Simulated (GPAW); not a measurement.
Wanted: an ASE script for a GPAW 26.7.0 run.

```yaml
Task: single point
Functional: PBE
Potentials_or_basis: GPAW PAW data sets (gpaw-data 1.2.1)
Cutoff: 600 eV
Basis: pw
k_mesh: 7 × 7 × 7
Occupations: gaussian, width 0.016 eV
Spin: no spin polarisation
Maxiter: 150
```

The structure of KBr lies in KBr.xyz:

```xyz
2
Lattice="0.0000000000 3.3000000000 3.3000000000 3.3000000000 0.0000000000 3.3000000000 3.3000000000 3.3000000000 0.0000000000" Properties=species:S:1:pos:R:3 pbc="T T T"
Br     3.3000000000      3.3000000000      3.3000000000
K      0.0000000000      0.0000000000      0.0000000000
```

The input as run:

run.py

```python
from ase.dft.bandgap import bandgap
from ase.io import read, write
from ase.units import GPa
from gpaw import GPAW, PW

atoms = read('KBr.xyz')

calc = GPAW(mode=PW(600),
            xc='PBE',
            kpts={'size': (7, 7, 7), 'gamma': True},
            occupations={'name': 'methfessel-paxton', 'order': 0, 'width': 0.016},
            nbands=16,
            convergence={'density': 1e-05, 'energy': 1e-05},
            maxiter=150,
            txt='gpaw.txt')
atoms.calc = calc
energy = atoms.get_potential_energy()
forces = atoms.get_forces()
stress = atoms.get_stress()
calc.write('gs.gpw')
write('result.traj', atoms)
print(f'Energy: {energy:.6f} eV')
print('Forces (eV/A):')
print(forces.round(4))
print('Stress (GPa):', (stress / GPa).round(3))
print('Fermi level:', round(calc.get_fermi_level(), 4), 'eV')
print(f'Gap: {bandgap(calc)[0]:.4f} eV, direct: {bandgap(calc, direct=True)[0]:.4f} eV')
```

Potentials or basis: GPAW PAW data sets (gpaw-data 1.2.1), pw.

Run with:

```sh
$ OMP_NUM_THREADS=1 python run.py
```

It gave:

- Pressure: 0.7 GPa
- Band gap on the k mesh: 4.44 eV, direct

Caveat: an odd mesh through Γ misses points on the zone boundary, where band edges often lie.

Run time: 12 s on 1 thread of Intel(R) Xeon(R) Platinum 8488C (Sapphire Rapids), on a shared host, peak memory 0.17 GiB.
